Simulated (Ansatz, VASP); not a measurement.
# TiSi2 in VASP and in Ansatz

```
Ti Si
1.0
     3.20254    0.00000    0.00000
     0.00000    3.20254    0.00000
     0.00000    0.00000    5.17468
Ti Si
1 2
Direct
  0.50000 0.50000 0.28737
  0.50000 0.50000 0.79178
  0.00000 0.00000 0.02506
```

Alike in both runs: functional PBE; k mesh 14 × 14 × 10; occupations gaussian, width 0.1 eV; no spin polarisation.

Ansatz relaxed the structure, and its values are those at the end. VASP's run is a single point on that final structure, the one shown.

|  | VASP | Ansatz |
| --- | --- | --- |
| version | VASP 6.6.1 | Ansatz 0.2.0 |
| potentials or method | VASP PAW PBE potentials, release 64 (Ti_sv, Si) | scalar-relativistic, plane waves, PAW |
| plane-wave cutoff (eV) | 520 | 420 |
| valence electrons in the cell | 20 | 20 |

Ansatz gave:

* gap on the k mesh at the Fermi level (eV): none
* pressure (GPa): 0.0

**Question.** Which values does VASP return?

**Answer.** gap on the k mesh at the Fermi level (eV): none; pressure (GPa): -0.1.

A gap of «none» marks a metal or a gap that the smearing closes.
